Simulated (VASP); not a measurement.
A run of VASP 6.6.1 is set up as follows.

File INCAR:

```
ALGO     = Normal         # electronic algorithm
DIPOL    = 0.5 0.5 0.292
EDIFF    = 1E-7           # SCF threshold, eV
ENCUT    = 520            # plane-wave cutoff, eV
GGA      = PE             # functional
IDIPOL   = 3            
ISIF     = 2              # what is computed and relaxed
ISMEAR   = -1             # smearing method
LASPH    = True           # aspherical terms in the spheres
LCHARG   = False          # write CHGCAR
LDIPOL   = True         
LREAL    = False          # projectors in reciprocal space
LWAVE    = False          # write WAVECAR
NBANDS   = 12             # bands
NELM     = 100            # most SCF steps
PREC     = Accurate       # precision mode
SIGMA    = 0.05           # smearing width, eV
```

Contents of KPOINTS:

```
k-points
0
Gamma
  10 10 1
```

File POSCAR:

```
LiH
1.0
    2.7617100000      0.0000000000      0.0000000000
    0.0000000000      2.7617100000      0.0000000000
    0.0000000000      0.0000000000     29.1370400000
Li H
2 2
Direct
    0.5000000000      0.0000000000      0.2590100000
    0.0000000000      0.5000000000      0.3244400000
    0.5000000000      0.0000000000      0.3264400000
    0.0000000000      0.5000000000      0.2570100000
```

Potentials or basis: VASP PAW PBE potentials, release 64 (Li_sv, H).

Command:

```sh
$ cat potpaw_PBE.64/Li_sv/POTCAR potpaw_PBE.64/H/POTCAR > POTCAR
$ mpirun -np 1 vasp_std > vasp.out
```

(1) Predict the band gap on the k mesh.

(2) Estimate the largest force.

## Answers

(1) 2.05 eV, indirect (least direct gap 3.79 eV).

(2) 0.005 eV/Å.
